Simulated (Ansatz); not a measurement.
A run of Ansatz 0.2.0 is set up as follows.

The input input.yaml:

```yaml
crystal:
  lattice:
    - [2.9194, 0.0, 0.0]
    - [-1.4597, 2.5282745638, 0.0]
    - [0.0, 0.0, 4.713]
  atoms:
    - { symbol: Ti, position: [0.3333333333, 0.6666666667, 0.72126] }
    - { symbol: Ti, position: [0.6666666667, 0.3333333333, 0.27874] }
    - { symbol: O, position: [0.0, 0.0, 0.0] }
hamiltonian:
  xc: pbesol
  pseudopotentials: { kind: paw }
  hubbard: { sites: [{ species: Ti, l: d, u_eff: 6.0 }] }
kpoints:
  mp_grid: { grid: [10, 10, 6] }
scf:
  occupations: { method: fermi_dirac, width: 0.05 }
output:
  forces: true
  stress: true
  eigenvalues: true
relax:
  f_tol: 0.01
  max_steps: 40
  cell: { stress_tol: 0.05 }
```

Potentials or basis: Ansatz PAW.

Command:

```bash
$ ansatz run input.yaml --threads 2 --pin off --max-ram 5632MiB --backend cpu --events-out ev --progress --plain --runs-dir out
```

Question: What does it give for the space group after relaxing (to 0.05 Å)?

Answer: P-3m1 (No. 164).

Question: Estimate the band gap on the k mesh.

Answer: 0.03 eV, indirect (least direct gap 0.42 eV).

Question: Predict the relaxed cell.

Answer: a = 3.156 Å, b = 3.156 Å, c = 5.082 Å, α = 90.00°, β = 90.00°, γ = 120.00°.

Question: What does it give for the relaxed volume?

Answer: 14.61 Å³/atom.

Final structure:
```cif
data_structure
_symmetry_space_group_name_H-M 'P 1'
_symmetry_Int_Tables_number 1
_cell_length_a 3.1558
_cell_length_b 3.1558
_cell_length_c 5.0815
_cell_angle_alpha 90.000
_cell_angle_beta 90.000
_cell_angle_gamma 120.000
_cell_volume 43.83
loop_
_atom_site_label
_atom_site_type_symbol
_atom_site_fract_x
_atom_site_fract_y
_atom_site_fract_z
_atom_site_occupancy
Ti1 Ti 0.33333 0.66667 0.75354 1
Ti2 Ti 0.66667 0.33333 0.24646 1
O1 O 0.00000 0.00000 0.00000 1
```

Caveat: the electronic state changed during the relaxation; the volume moved by over 15 % at a fixed basis, so the end points are rough; the plane-wave basis is chosen anew once the cell has moved, so the energies of steps on either side of that aren't comparable; the pressure holds a Pulay correction of +0.3 GPa for the finite cutoff; the PAW data sets come from PBE, with cores solved anew for the run's functional, which leaves a small shift of forces and pressure. A k mesh can miss the band edges.
